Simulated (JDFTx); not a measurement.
HfO2:

```
Hf O
1.0
     0.00000    2.55750    2.55750
     2.55750    0.00000    2.55750
     2.55750    2.55750    0.00000
Hf O
1 2
Direct
  0.00000 0.00000 0.00000
  0.75000 0.75000 0.75000
  0.25000 0.25000 0.25000
```

Measurements of this composition are mostly on another form, of space group No. 14.

```yaml
Program: JDFTx 1.7.0 (patched build)
Task: relaxation of cell and atoms
Functional: r2SCAN
Potentials_or_basis: SG15-PBE-1.2 with smoothed tails
Cutoff: 1361 eV
Density_cutoff: 10885 eV
k_mesh: 4 × 4 × 4
Occupations: fermi-dirac, width 0.05 eV
Spin: no spin polarisation
```

At the start: pressure -15.1 GPa; volume 11.15 Å³/atom.

Question: How do energy, volume and symmetry change on relaxing?

Answer: Over 6 steps the energy falls by 32.8 meV/atom and the volume is 10.49 Å³/atom (-5.9 %); space group Fm-3m (No. 225, to 0.05 Å).

Step by step:
```
step  energy change (eV)  largest force (eV/Å)  pressure (GPa)  volume (Å³)
   1              0.0000                0.0000          -15.11        33.46
   2             -0.0275                0.0000          -13.03        33.14
   3             -0.0981                0.0000            0.72        31.40
   4             -0.0983                0.0000           -0.01        31.48
   5             -0.0983                0.0000            0.00        31.48
   6             -0.0983                0.0000            0.00        31.48
```

Final structure:
```
Hf O
1.0
     0.00000    2.50607    2.50607
     2.50607    0.00000    2.50607
     2.50607    2.50607    0.00000
Hf O
1 2
Direct
  0.00000 0.00000 0.00000
  0.75000 0.75000 0.75000
  0.25000 0.25000 0.25000
```

Caveat: the k mesh is coarse (spacing up to 0.53 Å⁻¹), so the values aren't converged; meta-GGA forces are noisy on this grid; the potentials were made for another functional, which shifts forces and pressure.
